**Bulk modulus of zincblende BP: program, functional and rest volume**

The table holds static bulk moduli of boron phosphide from energy-volume fits in ABINIT, JDFTx and ABACUS, with LDA and gradient-corrected functionals and PAW or norm-conserving potentials, against a measured 174 GPa. The program compares the spread among programs with that among functionals and reads each row's Birch-Murnaghan curve at the measured volume, with no parameter adjusted to experiment. Equal functionals agree across programs to 0.01 GPa, while the functionals span 21.8 GPa in the order of their rest volumes. At the measured volume the order largely reverses and every row is softer than measured, LDA by about 10 %, so its close match is a cancellation of volume and curvature errors. The output also gives the steps between levels, the offset between printed and fitted pressures, and the ratio of basis sizes.

Calculated values. Kohn-Sham DFT bulk moduli of zincblende BP in ABINIT 10.8.3, JDFTx 1.7.0 (patched build) and ABACUS 3.10.1, from Birch-Murnaghan fits to seven volumes, without spin polarization and with 0.05 eV Fermi-Dirac smearing. The measured value is 174 GPa (values found: 173 to 179), from powder XRD in a diamond anvil cell at 300 K, Murnaghan fit with V0 fixed at 93.45 Å³ (arXiv:1505.05714).

## Script

```python
# Table: bulk modulus B0 (GPa) of zincblende BP from E(V) fits in ABINIT, JDFTx and ABACUS,
# LDA and GGA functionals, PAW or norm-conserving potentials, static lattice.
# Tested: program spread against functional spread; split of the error into a volume part and
# a curvature part by moving each row's Birch-Murnaghan curve to the measured volume.
T = {
    'program': ['ABINIT 10.8.3 (1)', 'JDFTx 1.7.0 (patched build) (1)', 'ABINIT 10.8.3 (2)', 'ABINIT 10.8.3 (3)', 'ABACUS 3.10.1', 'ABINIT 10.8.3 (4)', 'ABINIT 10.8.3 (5)', 'JDFTx 1.7.0 (patched build) (2)', 'ABINIT 10.8.3 (6)', 'ABINIT 10.8.3 (7)'],
    'level': ['rPW86PBE', 'RPBE', 'RPBE', 'PBE', 'PBE', 'HCTH407', 'revPBE+D3', 'PBEsol', 'LDA', 'LDA-VWN'],
    'how': ['fit, rest volume 12.01 Å³/atom', 'fit, rest volume 11.82 Å³/atom', 'fit, rest volume 11.82 Å³/atom', 'fit, rest volume 11.76 Å³/atom', 'fit, rest volume 11.75 Å³/atom', 'fit, rest volume 11.66 Å³/atom', 'fit, rest volume 11.62 Å³/atom', 'fit, rest volume 11.55 Å³/atom', 'fit, rest volume 11.33 Å³/atom', 'fit, rest volume 11.32 Å³/atom'],
    'pot': ['JTH PAW PBE v2.0', 'PseudoDojo SR PBE 0.5 standard', 'PseudoDojo NC SR PBE v0.4.1 standard', 'PseudoDojo NC SR PBE v0.5 stringent', 'PseudoDojo NC SR 0.4.1 PBE standard', 'JTH PAW PBE v2.0', 'JTH PAW PBE v2.0', 'PseudoDojo SR PBEsol 0.4.1 standard', 'JTH PAW LDA v2.0', 'JTH PAW LDA v2.0'],
    'cut': [544, 1034, 1034, 1034, 1034, 544, 544, 1034, 544, 544],  # eV
    'k': ['10x10x10', '10x10x10', '10x10x10', '10x10x10', '10x10x10', '10x10x10', '10x10x10', '10x10x10', '10x10x10', '10x10x10'],
    'y': [154.6, 157.6, 157.6, 161.2, 161.2, 161.6, 164.5, 168.8, 176.1, 176.4],  # GPa
    'err': [-11.1, -9.4, -9.4, -7.4, -7.4, -7.1, -5.5, -3.0, 1.2, 1.4],  # %
}
import numpy as np
from scipy.stats import spearmanr
B = np.array(T['y'], float); err = np.array(T['err'], float); cut = np.array(T['cut'], float)
lab = [l + '/' + p.split()[0] for l, p in zip(T['level'], T['program'])]
Bx, Blo, Bhi, Vx = 174.0, 173.0, 179.0, 93.45/8   # measured, from the caption (8-atom cell)
# further outputs of the same runs: rest volume, B', printed pressure at volume Vp
V0 = np.array([12.00897, 11.82431, 11.82461, 11.75463, 11.7543, 11.65989, 11.61475, 11.54898, 11.32691, 11.31863])
Bp = np.array([3.798092, 3.805646, 3.805393, 3.787328, 3.787263, 3.732639, 3.925822, 3.773901, 3.791846, 3.792062])
Vp = 11.68163
Pp = [4.289548, None, 1.935829, 0.98963, 0.98685, -0.54817, -1.162571, None, -5.359991, -5.482861]
dR, dP = 157.584367-157.576719, 161.216939-161.207153   # same runs, unrounded fits of the pairs
def bm(V):
    f = ((V0/V)**(2/3)-1)/2
    g = (1+2*f)**2.5
    return 3*B*f*g*(1+1.5*(Bp-4)*f), B*g*(1+(3*Bp-5)*f+13.5*(Bp-4)*f**2)
P, Bv = bm(Vx)
dV = 100*(V0/Vx-1)
print(f"measured: B {Bx:.0f} GPa (range {Blo:.0f}-{Bhi:.0f}, width {100*(Bhi-Blo)/Bx:.1f} %), Vx {Vx:.3f} A^3/atom")
print("table rounding: +-0.05 GPa (0.03 %)")
print("row | V0 err % | B0 err % | P(Vx) GPa | B(Vx) GPa | B(Vx) err %")
for i in range(len(B)):
    print(f"{lab[i]:18s} {dV[i]:+5.2f} {err[i]:+6.1f} {P[i]:+6.2f} {Bv[i]:6.1f} {100*(Bv[i]/Bx-1):+6.1f}")
print("B0 - measured = volume part + curvature part (GPa); error against 173 and 179 (%)")
for i in range(len(B)):
    print(f"{lab[i]:18s} {B[i]-Bx:+6.1f} = {B[i]-Bv[i]:+6.1f} {Bv[i]-Bx:+6.1f} ; {100*(B[i]/Blo-1):+5.1f} {100*(B[i]/Bhi-1):+5.1f}")
print(f"program spread, unrounded: RPBE pair {dR:.3f} GPa, PBE pair {dP:.3f} GPa")
print(f"pair volume differences: RPBE {abs(V0[1]-V0[2]):.4f}, PBE {abs(V0[3]-V0[4]):.4f} A^3/atom")
print(f"functional spread: B0 {np.ptp(B):.1f} GPa ({100*np.ptp(B)/Bx:.1f} %), V0 {np.ptp(dV):.1f} %, B(Vx) {np.ptp(Bv):.1f} GPa")
r1, r2 = spearmanr(V0, B)[0], spearmanr(V0, Bv)[0]
print(f"rank correlation with V0: B0 {r1:+.2f}, B(Vx) {r2:+.2f}")
slope = np.log(B[-1]/B[0])/np.log(V0[-1]/V0[0])
print(f"dlnB0/dlnV0, first to last row {slope:.2f}; pure volume shift -B' = {-Bp.mean():.2f} (B' {Bp.min():.2f}-{Bp.max():.2f})")
print(f"1 % more volume lowers B by about {Bp.mean():.1f} % = {Bp.mean()*B.mean()/100:.1f} GPa")
print("steps: dB0 GPa, dV0 %, dB(Vx) GPa (* = PAW against norm-conserving)")
for a, b in [(8, 9), (8, 7), (7, 3), (3, 2), (3, 5), (2, 6), (3, 0)]:
    star = '*' if cut[a] != cut[b] else ' '
    print(f" {T['level'][a]} -> {T['level'][b]}{star}: {B[b]-B[a]:+.1f}, {100*(V0[b]/V0[a]-1):+.2f}, {Bv[b]-Bv[a]:+.1f}")
Pf = bm(Vp)[0]
for name, c in (("PAW", cut.min()), ("norm-conserving", cut.max())):
    idx = [i for i in range(len(B)) if cut[i] == c and Pp[i] is not None]
    d = np.array([Pf[i]-Pp[i] for i in idx])
    print(f"{name} {c:.0f} eV: fit P - printed P {d.min():.3f} to {d.max():.3f} GPa; times B' up to {(d*Bp[idx]).max():.2f} GPa")
print(f"rows inside measured range: B0 {int(((B>=Blo)&(B<=Bhi)).sum())}, B(Vx) {int(((Bv>=Blo)&(Bv<=Bhi)).sum())} of {len(B)}")
print("rows with B0 within 2, 5, 10 %:", *[int((abs(err) <= t).sum()) for t in (2, 5, 10)])
print(f"worst B0 {lab[int(abs(err).argmax())]}; worst V0 {lab[int(abs(dV).argmax())]}; worst B(Vx) {lab[int(abs(Bv-Bx).argmax())]}")
print(f"basis size ratio from (cutoff ratio)^1.5: {(cut.max()/cut.min())**1.5:.2f}")
assert r1 < -0.95 and r2 > 0.5
assert max(dR, dP) < 0.05
assert (Bv < Bx).all() and Bv[8] < Bv[3]
assert -Bp.min() < slope < -1.5
```

Output:

```
measured: B 174 GPa (range 173-179, width 3.4 %), Vx 11.681 A^3/atom
table rounding: +-0.05 GPa (0.03 %)
row | V0 err % | B0 err % | P(Vx) GPa | B(Vx) GPa | B(Vx) err %
rPW86PBE/ABINIT    +2.81  -11.1  +4.51  171.5   -1.4
RPBE/JDFTx         +1.22   -9.4  +1.96  165.0   -5.2
RPBE/ABINIT        +1.23   -9.4  +1.97  165.0   -5.1
PBE/ABINIT         +0.63   -7.4  +1.02  165.1   -5.1
PBE/ABACUS         +0.63   -7.4  +1.02  165.0   -5.1
HCTH407/ABINIT     -0.18   -7.1  -0.29  160.5   -7.8
revPBE+D3/ABINIT   -0.57   -5.5  -0.93  160.8   -7.6
PBEsol/JDFTx       -1.13   -3.0  -1.88  161.7   -7.1
LDA/ABINIT         -3.03   +1.2  -5.12  156.4  -10.1
LDA-VWN/ABINIT     -3.10   +1.4  -5.24  156.2  -10.2
B0 - measured = volume part + curvature part (GPa); error against 173 and 179 (%)
rPW86PBE/ABINIT     -19.4 =  -16.9   -2.5 ; -10.6 -13.6
RPBE/JDFTx          -16.4 =   -7.4   -9.0 ;  -8.9 -12.0
RPBE/ABINIT         -16.4 =   -7.4   -9.0 ;  -8.9 -12.0
PBE/ABINIT          -12.8 =   -3.9   -8.9 ;  -6.8  -9.9
PBE/ABACUS          -12.8 =   -3.8   -9.0 ;  -6.8  -9.9
HCTH407/ABINIT      -12.4 =   +1.1  -13.5 ;  -6.6  -9.7
revPBE+D3/ABINIT     -9.5 =   +3.7  -13.2 ;  -4.9  -8.1
PBEsol/JDFTx         -5.2 =   +7.1  -12.3 ;  -2.4  -5.7
LDA/ABINIT           +2.1 =  +19.7  -17.6 ;  +1.8  -1.6
LDA-VWN/ABINIT       +2.4 =  +20.2  -17.8 ;  +2.0  -1.5
program spread, unrounded: RPBE pair 0.008 GPa, PBE pair 0.010 GPa
pair volume differences: RPBE 0.0003, PBE 0.0003 A^3/atom
functional spread: B0 21.8 GPa (12.5 %), V0 5.9 %, B(Vx) 15.3 GPa
rank correlation with V0: B0 -0.99, B(Vx) +0.89
dlnB0/dlnV0, first to last row -2.23; pure volume shift -B' = -3.80 (B' 3.73-3.93)
1 % more volume lowers B by about 3.8 % = 6.2 GPa
steps: dB0 GPa, dV0 %, dB(Vx) GPa (* = PAW against norm-conserving)
 LDA -> LDA-VWN : +0.3, -0.07, -0.2
 LDA -> PBEsol*: -7.3, +1.96, +5.3
 PBEsol -> PBE : -7.6, +1.78, +3.4
 PBE -> RPBE : -3.6, +0.60, -0.0
 PBE -> HCTH407*: +0.4, -0.81, -4.6
 RPBE -> revPBE+D3*: +6.9, -1.77, -4.2
 PBE -> rPW86PBE*: -6.6, +2.16, +6.4
PAW 544 eV: fit P - printed P 0.213 to 0.248 GPa; times B' up to 0.93 GPa
norm-conserving 1034 eV: fit P - printed P 0.025 to 0.027 GPa; times B' up to 0.10 GPa
rows inside measured range: B0 2, B(Vx) 0 of 10
rows with B0 within 2, 5, 10 %: 2 3 9
worst B0 rPW86PBE/ABINIT; worst V0 LDA-VWN/ABINIT; worst B(Vx) LDA-VWN/ABINIT
basis size ratio from (cutoff ratio)^1.5: 2.62
```
